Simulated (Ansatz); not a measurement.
Rh: the change of pressure with volume scale

Results calculated with Ansatz 0.2.0, not measured. Periodic Kohn-Sham DFT of a crystal at fixed atoms, scaled to volume_scale times the given cell; pressure positive in compression, energy less spherical unpolarised free atoms, largest_vzz the field gradient of largest size among the nuclei.

The cell before it is scaled or strained (space group Fm-3m, No. 225):
```
CELL_PARAMETERS angstrom
0.00000 1.90300 1.90300
1.90300 0.00000 1.90300
1.90300 1.90300 0.00000
ATOMIC_POSITIONS crystal
Rh 0.00000 0.00000 0.00000
```

Settings of every row: method frozen-core PAW; functional LDA; relativity scalar; k mesh 18x18x18; filling fermi-dirac; smearing width 0.05 eV; wave cutoff 420 eV; paw set soft_2.

Atom start moment: 0 on all atoms.

Limits: PAW files made with PBE.

| row | volume scale | V (Å³/atom) | pressure (GPa) |
| --- | --- | --- | --- |
| 1 | 0.9405 | 12.963 | 6.672 |
| 2 | 0.98 | 13.507 | ? |
| 3 | 1 | 13.783 | -11.825 |
| 4 | 1.02 | 14.059 | -16.621 |
| 5 | 1.06 | 14.61 | -24.523 |

Question: what pressure should row 2 give?

Worked fit of pressure. Take u = (V_r/V)^(2/3) − 1 with V_r = 13.921 Å³ an atom, which is twice the finite (Eulerian) strain; such expansions in the strain, on which the Birch-Murnaghan equation of state is built, carry the rest volume and the bulk modulus. The shown rows have u = 0.04868, 0.00666, -0.00655, -0.03169. Least squares give pressure = −14.3031 + 365.147 × u + 1349.58 × u² GPa; a straight line predicts inner rows, each left out in turn, worse (root mean square 1.4 against 0.031 GPa). The rows lie off it by 0.002, -0.014, 0.016, -0.004 (root mean square 0.011 GPa). The pressure vanishes at u = 0.0347, or V = 13.23 Å³ an atom, and there the bulk modulus at fixed shape and fractions is B = −V dP/dV = (2/3)(1 + u) dP/du = 317 GPa. The withheld row has u = 0.02033, so the fit gives −14.3031 + 365.147 × (0.02033) + 1349.58 × (0.02033)² = -6.322 GPa.

The calculation gave -6.37 GPa. The fit lies 0.048 GPa (0.15 % of the column's range) above it; its largest miss of a shown row is 0.016 GPa.
